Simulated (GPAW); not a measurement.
Crystal: Fe.

```
Fe
1.0
    -1.44300    1.44300    1.44300
     1.44300   -1.44300    1.44300
     1.44300    1.44300   -1.44300
Fe
1
Direct
  0.00000 0.00000 0.00000
```

Base run:

| Quantity | Value |
| --- | --- |
| Program | GPAW 26.7.0 |
| Functional | LDA |
| Potentials or basis | the program's PAW data sets (release 1.2.1) made for this functional |
| Cutoff | 600 eV |
| Basis | pw |
| k mesh | 13 × 13 × 13 |
| Occupations | fermi-dirac, width 0.05 eV |
| Spin | collinear spin, ferromagnetic start |
| Starting moments | [3.0] μB |

Its results: pressure -25.5 GPa; net moment 2.20 μB per cell; site moments Fe +2.20 μB.

Problem. After a change of settings the same cell gave: pressure -3.1 GPa; net moment 2.18 μB per cell; site moments Fe +2.23 μB. Which change was it?
A. functional from LDA to RPBE; band points from 60 to 100
B. functional from LDA to BLYP; potentials or basis from the program's PAW data sets (release 1.2.1) made for this functional to PAW data sets generated in the run's folder for this functional
C. functional from LDA to RPBE; occupations from fermi-dirac, width 0.05 eV to gaussian, width 0.1 eV

Solution. B.

Caveats: so large a pressure means that the cell lies far from this level's equilibrium, or that cutoff or potentials fall short (some runs).

Runs at the PBE level aren't shown here.
